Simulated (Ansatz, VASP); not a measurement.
**Two plane-wave programs on C**

File INCAR:

```
SYSTEM = C
PREC = Accurate ; ENCUT = 520
EDIFF = 1E-6 ; ISMEAR = 0
SIGMA = 0.013000000000000001 ; LREAL = .False.
LASPH = .True. ; NELM = 80
ALGO = Normal ; ISIF = 2
LWAVE = .False. ; LCHARG = .False.
GGA = PE ; NBANDS = 36
```

The input KPOINTS:

```
Automatic mesh
0
Gamma
  12 12 3
  0 0 0
```

Contents of POSCAR:

```
C
1.0
    2.5221000000      0.0000000000      0.0000000000
   -1.2610500000      2.1842026709      0.0000000000
    0.0000000000      0.0000000000     12.3557000000
C
12
Direct
    0.6666666667      0.3333333333      0.3541700000
    0.3333333333      0.6666666667      0.8541700000
    0.6666666667      0.3333333333      0.1458300000
    0.3333333333      0.6666666667      0.6458300000
    0.6666666667      0.3333333333      0.4791700000
    0.3333333333      0.6666666667      0.9791700000
    0.6666666667      0.3333333333      0.0208300000
    0.3333333333      0.6666666667      0.5208300000
    0.0000000000      0.0000000000      0.8125000000
    0.0000000000      0.0000000000      0.3125000000
    0.0000000000      0.0000000000      0.6875000000
    0.0000000000      0.0000000000      0.1875000000
```

input.yaml

```yaml
crystal:
  lattice:
    - [2.5221, 0.0, 0.0]
    - [-1.26105, 2.1842026709, 0.0]
    - [0.0, 0.0, 12.3557]
  atoms:
    - { symbol: C, position: [0.6666666667, 0.3333333333, 0.35417] }
    - { symbol: C, position: [0.3333333333, 0.6666666667, 0.85417] }
    - { symbol: C, position: [0.6666666667, 0.3333333333, 0.14583] }
    - { symbol: C, position: [0.3333333333, 0.6666666667, 0.64583] }
    - { symbol: C, position: [0.6666666667, 0.3333333333, 0.47917] }
    - { symbol: C, position: [0.3333333333, 0.6666666667, 0.97917] }
    - { symbol: C, position: [0.6666666667, 0.3333333333, 0.02083] }
    - { symbol: C, position: [0.3333333333, 0.6666666667, 0.52083] }
    - { symbol: C, position: [0.0, 0.0, 0.8125] }
    - { symbol: C, position: [0.0, 0.0, 0.3125] }
    - { symbol: C, position: [0.0, 0.0, 0.6875] }
    - { symbol: C, position: [0.0, 0.0, 0.1875] }
hamiltonian:
  xc: pbe
  pseudopotentials: { kind: paw }
kpoints:
  mp_grid: { grid: [12, 12, 3] }
scf:
  occupations: { method: gaussian, width: 0.013 }
output:
  forces: true
  stress: true
  eigenvalues: true
  write_density: true
  write_potential: true
  elf: true
  volumetric_format: npy
```

This is a hexagonal form of diamond, not graphite.

Alike in both runs: task single point; functional PBE; k mesh 12 × 12 × 3; occupations gaussian, width 0.013 eV; no spin polarisation.

```csv
,VASP,Ansatz
version,VASP 6.6.1,Ansatz 0.2.0
potentials or method,"VASP PAW PBE potentials, release 64 (C)",Ansatz PAW
plane-wave cutoff (eV),520,420
valence electrons in the cell,48,48
```

```csv
,VASP,Ansatz,Ansatz less VASP
gap on the k mesh at the Fermi level (eV),4.38,4.39,+0.008
least direct gap on the mesh (eV),5.30,5.31,+0.006
pressure (GPa),2.7,2.1,-0.67
largest component of the traceless stress (GPa),5.45,5.45,0.000
rms of the force components (eV/Å),0.152,0.151,-0.0002
```

Atom by atom the forces differ by 0.001 eV/Å (rms over components). The functional is the same, so the differences come from potentials, cutoffs and numerics.

Caveats: an odd mesh through Γ misses points on the zone boundary, where band edges often lie (VASP); odd divisions of the mesh miss points on the zone boundary, where band edges often lie, so the gap on the mesh can be too wide (Ansatz); the pressure holds a Pulay correction of +1.0 GPa for the finite cutoff (Ansatz).
